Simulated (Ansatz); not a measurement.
Si₂C: from a trial structure to a relaxed crystal

These are results of Ansatz, DFT PBE, scalar-relativistic, plane waves, PAW, not measurements.

Si₂C was placed on the rutile structure type (P4_2/mnm, No. 136), with C in place of Ti, Si in place of O, at a guessed volume.

The final relaxation ran on this input, with the default PAW datasets:

```yaml
crystal:
  lattice:
    - [5.0270469544, 0.0, 0.0]
    - [0.0, 5.0270469544, 0.0]
    - [0.0, 0.0, 2.8955251551]
  atoms:
    - { symbol: Si, position: [0.3022651039, 0.3022651039, 0.0] }
    - { symbol: Si, position: [0.1977348961, 0.8022651039, 0.5] }
    - { symbol: Si, position: [0.6977348961, 0.6977348961, 0.0] }
    - { symbol: Si, position: [0.8022651039, 0.1977348961, 0.5] }
    - { symbol: C, position: [0.0, 0.0, 0.0] }
    - { symbol: C, position: [0.5, 0.5, 0.5] }
basis:
  ecutwfc: 420
kpoints:
  mp_grid: { grid: [8, 8, 14] }
hamiltonian:
  xc: pbe
scf:
  occupations: { method: gaussian, width: 0.1 }
output:
  forces: true
  stress: true
  eigenvalues: true
relax:
  adjacent_minimum: "off"
  f_tol: 0.01
  max_steps: 80
  cell: { stress_tol: 0.05 }
```

Launched as:

```bash
ansatz run input.yaml --threads 1 --pin off --max-ram 2560MiB --backend cpu --events-out ev --progress --plain --runs-dir out
```

It took 53 s on 1 thread of Intel(R) Xeon(R) 6975P-C (Granite Rapids), on a shared host, peak memory 0.46 GiB.

End of the output:

```
SCF converged after 5 iterations
Free energy (F): -3038.503353 eV
Harris-Foulkes:  -3038.503353 eV  (|F-HF|=1.27e-11)
Internal energy: -3038.492030 eV  (E = F + TS)
E sigma→0 (E₀):  -3038.497691 eV
Entropy (-TS):   -0.011323 eV (-1.887 meV/atom)
Fermi energy:    10.391657 eV
--- Per-component energies (eV) ---
  E_band       = 86.880537
  E_kinetic    = 340.622718
  E_local      = -254.687309  (includes V_loc(G=0)·N_el)
  E_nonlocal   = 154.958680
  E_hartree    = 87.523773
  E_xc         = -319.614061
  E_vxc        = -309.852524  (∫ρ·V_xc dr)
  E_paw        = -2245.668867  (= ΣΔE_a)
  E_vpaw       = -19.208659  (= ΣTr[D̂ρ^β])
  E_aug_tail   = 0.000039  (compensation charges beyond the density's cutoff)
  E_ewald      = -801.627002
  E_smearing   = -0.011323  (= −TS)
  E_closure    = 0.000000  (closes the sum)
  Σ components = -3038.503353   (vs F -3038.503353, Δ=0.00e0)
--- Forces (eV/Å), atoms counted from 1 ---
  atom   1  Si     0.00233447     0.00233447     0.00000000
  atom   2  Si    -0.00233447     0.00233447     0.00000000
  atom   3  Si    -0.00233447    -0.00233447     0.00000000
  atom   4  Si     0.00233447    -0.00233447     0.00000000
  atom   5  C      0.00000000     0.00000000     0.00000000
  atom   6  C      0.00000000     0.00000000     0.00000000
  max |Σ_I F_I| component: 2.78e-17 eV/Å
--- Stress (GPa, compression-positive) ---
       -0.003825       0.000000       0.000000
        0.000000      -0.003825       0.000000
        0.000000       0.000000      -0.008330
  P = ⅓ Tr σ = -0.0053 GPa (-0.053 kbar)
--- Relaxed structure (5 steps of the walk, 5 accepted, 1 SCFs on fresh bases) ---
  F+E_penalty+E_count = -3038.50335277 eV   max|allowed force component| = 2.334e-3 eV/Å   (the final SCF, on the basis selected at the relaxed cell)
  cell:  # Å, volume = 73.9687 Å³
    - [5.064106, 0.000000, 0.000000]
    - [0.000000, 5.064106, 0.000000]
    - [0.000000, 0.000000, 2.884313]
  atoms:
    - { symbol: Si, position: [0.304525, 0.304525, 0.000000] }
    - { symbol: Si, position: [0.195475, 0.804525, 0.5] }
    - { symbol: Si, position: [0.695475, 0.695475, 0.000000] }
    - { symbol: Si, position: [0.804525, 0.195475, 0.5] }
    - { symbol: C, position: [0.000000, 0.000000, 0.000000] }
    - { symbol: C, position: [0.5, 0.5, 0.5] }
```

Total energies depend on the potentials used, so only differences within one code and one set of settings carry meaning.

The result has space group P4_2/mnm (No. 136). Si has 2 C at 2.01 Å and 1 C at 2.18 Å; around C lie 4 Si at 2.01 Å and 2 Si at 2.18 Å.

Against the elements it lies at 1.10 eV/atom. Energies over the elements count from the elements' standard structures at the same level, with no empirical corrections.

For metals, differences of a few meV/atom aren't resolved.

A later test with randomly moved atoms lowered the energy by 866 meV/atom on a coarse mesh, so it isn't stable against such moves and is likely a saddle point held by symmetry.